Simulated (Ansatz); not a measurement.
**Deforming K**

```yaml
crystal:
  lattice:
    - [-2.61800, 2.61800, 2.61800]
    - [2.61800, -2.61800, 2.61800]
    - [2.61800, 2.61800, -2.61800]
  atoms:
    - { symbol: K, position: [0.00000, 0.00000, 0.00000] }
```

The cell is a measured one (Crystallography Open Database entry 9011006); the temperature and pressure of the measurement aren't taken into account, and nothing was relaxed.

These are results of Ansatz 0.2.0, DFT, PBE, all-electron LAPW, scalar-relativistic, not measurements.

Settings: a Γ-centred 10×10×10 k mesh, Fermi–Dirac smearing of 0.08 eV, basis error target 0.5 meV/atom, no spin polarisation.

The unchanged cell is at 0.11 GPa.

In a metal, stresses and small energies carry noise from the k mesh.

x, y and z are the Cartesian axes of the cell as listed; fractional coordinates follow a strain, and an engineering shear is twice the off-diagonal strain component.

With xy engineering shear strain of -3 %: energy change under 1 meV/atom; stress change (xx, yy, zz, yz, xz, xy) 0.00, 0.00, 0.00, 0.00, 0.00, 0.08 GPa, compression positive.

(1) With this change (z strained by +1 % at fixed volume), what becomes of the energy and stress?

## Answers

(1) Energy change under 1 meV/atom; stress change (xx, yy, zz, yz, xz, xy) 0.00, 0.00, 0.00, 0.00, 0.00, 0.00 GPa, compression positive.
